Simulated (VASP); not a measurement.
## A VASP 6.6.1 single-point calculation on BN

INCAR

```
IBRION = -1
EDIFF = 1E-7
NELM = 61
GGA = PS
PREC = Accurate
ISIF = 2
NBANDS = 11
LWAVE = .FALSE.
LREAL = .FALSE.
NSW = 0
ENCUT = 200
SIGMA = 0.5
ISMEAR = 0
LCHARG = .FALSE.
LASPH = .FALSE.
```

KPOINTS

```
KPOINTS created by Atomic Simulation Environment
0
Gamma
12 12 12
0 0 0
```

POSCAR

```
B  N
 1.0000000000000000
     0.0000000000000000    1.8048254637186480    1.8048254637186480
     1.8048254637186480   -0.0000000000000000    1.8048254637186480
     1.8048254637186480    1.8048254637186480    0.0000000000000000
 B   N
   1   1
Cartesian
  0.0000000000000000  0.0000000000000000 -0.0000000000000000
  0.9024127318593240  0.9024127318593240  0.9024127318593240
```

The recommended PBE PAW datasets give the neutral cell 8 valence electrons.

Command

```
mpirun -np 1 vasp_std
```

OSZICAR

```
N       E                     dE             d eps       ncg     rms          rms(c)
DAV:   1    -0.816260791406E+01   -0.81626E+01   -0.27899E+03  1852   0.334E+02
DAV:   2    -0.180790031067E+02   -0.99164E+01   -0.97346E+01  1871   0.769E+01
DAV:   3    -0.181668390725E+02   -0.87836E-01   -0.87817E-01  1848   0.569E+00
DAV:   4    -0.181668653924E+02   -0.26320E-04   -0.26320E-04  1731   0.118E-01
DAV:   5    -0.181668654015E+02   -0.91347E-08   -0.91292E-08  1770   0.193E-03    0.842E+00
DAV:   6    -0.179030468172E+02    0.26382E+00   -0.19654E-01  1695   0.239E+00    0.513E+00
DAV:   7    -0.178080365333E+02    0.95010E-01   -0.92174E-02  1797   0.187E+00    0.925E-01
DAV:   8    -0.178062230237E+02    0.18135E-02   -0.63360E-03  1788   0.451E-01    0.101E-01
DAV:   9    -0.178062075513E+02    0.15472E-04   -0.23362E-04  1662   0.932E-02    0.273E-02
DAV:  10    -0.178061959546E+02    0.11597E-04   -0.14657E-05  1836   0.207E-02    0.118E-02
DAV:  11    -0.178061952602E+02    0.69441E-06   -0.65774E-07  1731   0.585E-03    0.679E-04
DAV:  12    -0.178061951480E+02    0.11218E-06   -0.71261E-09   825   0.524E-04    0.290E-04
DAV:  13    -0.178061950604E+02    0.87645E-07   -0.33945E-10   792   0.124E-04
   1 F= -.17806195E+02 E0= -.17806195E+02  d E =-.422224E-07
```

Standard output (part)

```
POSCAR found type information on POSCAR B N
 POSCAR found :  2 types and       2 ions
 LDA part: xc-table for (Slater+PW92), standard interpolation
 POSCAR, INCAR and KPOINTS ok, starting setup
 WAVECAR not read
 entering main loop
```

From OUTCAR

```
k-points           NKPTS =     72   k-points in BZ     NKDIM =     72   number of bands    NBANDS=     11

   NELECT =       8.0000    total number of electrons

   dimension x,y,z NGX =    12 NGY =   12 NGZ =   12
   dimension x,y,z NGXF=    24 NGYF=   24 NGZF=   24

  energy-cutoff  :      200.00
  volume of cell :       11.76
      direct lattice vectors                 reciprocal lattice vectors
     0.000000000  1.804825464  1.804825464    -0.277035098  0.277035098  0.277035098
     1.804825464  0.000000000  1.804825464     0.277035098 -0.277035098  0.277035098
     1.804825464  1.804825464  0.000000000     0.277035098  0.277035098 -0.277035098

 k-points in reciprocal lattice and weights: KPOINTS created by Atomic Simulation Env
   0.00000000  0.00000000  0.00000000       0.001
   0.08333333  0.00000000  0.00000000       0.005
   0.16666667  0.00000000  0.00000000       0.005
   0.25000000  0.00000000  0.00000000       0.005
   0.33333333  0.00000000  0.00000000       0.005
   0.41666667  0.00000000  0.00000000       0.005
   0.50000000  0.00000000  0.00000000       0.002
   0.08333333  0.08333333  0.00000000       0.003
   ...

 E-fermi :  10.1420

 k-point     1 :       0.0000    0.0000    0.0000
  band No.  band energies     occupation
      1     -13.2333      2.00000
      2       8.4887      2.00000
      3       8.4888      2.00000
      4       8.4888      2.00000
      5      16.7955      0.00000
      6      16.7955      0.00000
      7      16.7955      0.00000
      8      17.2052      0.00000
      9      32.1084      0.00000
     10      35.4979      0.00000
     11      35.4979      0.00000

 k-point     2 :       0.0833    0.0000    0.0000
  band No.  band energies     occupation
      1     -13.0660      2.00000
      2       7.4458      2.00000
      3       8.3035      2.00000
      4       8.3036      2.00000
      5      16.7429      0.00000
      6      17.0928      0.00000
      7      17.0928      0.00000
      8      18.2137      0.00000
      9      31.9382      0.00000
     10      33.1802      0.00000
     11      33.1802      0.00000

 k-point     3 :       0.1667    0.0000    0.0000
  band No.  band energies     occupation
      1     -12.5633      2.00000
      2       4.7889      2.00000
      3       7.9052      2.00000
      4       7.9052      2.00000
      5      16.8383      0.00000
      6      17.8415      0.00000
      7      17.8415      0.00000
      8      20.1492      0.00000
      9      31.3922      0.00000
     10      31.5979      0.00000
     11      31.5979      0.00000

 k-point     4 :       0.2500    0.0000    0.0000
  band No.  band energies     occupation
      1     -11.7700      2.00000
      2       1.8876      2.00000
      3       6.9895      2.00000
      4       6.9895      2.00000
      5      16.9468      0.00000
      6      18.3905      0.00000
      7      18.3905      0.00000
      8      21.3429      0.00000
      9      30.8237      0.00000
     10      31.1973      0.00000
     11      31.1973      0.00000

 k-point     5 :       0.3333    0.0000    0.0000
  band No.  band energies     occupation
      1     -10.7382      2.00000
      2      -0.5083      2.00000
      3       6.5216      2.00000
      4       6.5216      2.00000
      5      17.1565      0.00000
      6      18.6584      0.00000
      7      18.6584      0.00000
      8      22.3550      0.00000
      9      30.7007      0.00000
     10      32.1224      0.00000
     11      32.1224      0.00000

 ...

  Total      -10.8865175    -10.8865175    -10.8865175     -0.0000000     -0.0000000      0.0000000
  in kB    -1483.4193287  -1483.4193287  -1483.4193287     -0.0000000     -0.0000000      0.0000000
  external PRESSURE =   -1483.4193287 kB  Pullay stress =       0.0000000 kB

 POSITION                                       TOTAL-FORCE (eV/Angst)
 -----------------------------------------------------------------------------------
      0.00000      0.00000      0.00000         0.000000      0.000000      0.000000
      0.90241      0.90241      0.90241        -0.000000     -0.000000     -0.000000
 -----------------------------------------------------------------------------------
    total drift:                                0.000004      0.000004      0.000000

  FREE ENERGIE OF THE ION-ELECTRON SYSTEM (eV)
  ---------------------------------------------------
  free  energy   TOTEN  =       -17.8061950604 eV

  energy  without entropy=      -17.8061950182  energy(sigma->0) =      -17.80619504
```

It converged. Results: gap between bands v and c on the k mesh 3.24 eV; least direct gap on the k mesh 8.31 eV; pressure -148.3 GPa. Band v is the last that the valence electrons fill when counted band by band, and c is the next.

These settings aren't sound, so the numbers aren't properties of the crystal.

On sound settings PBEsol gives a gap of 4.28 eV on its mesh and a pressure of -0.7 GPa for the intended cell.

The run took about 2.2 s on one core of a shared host (Intel Xeon Platinum 8488C) and held 0.1 GiB at most.
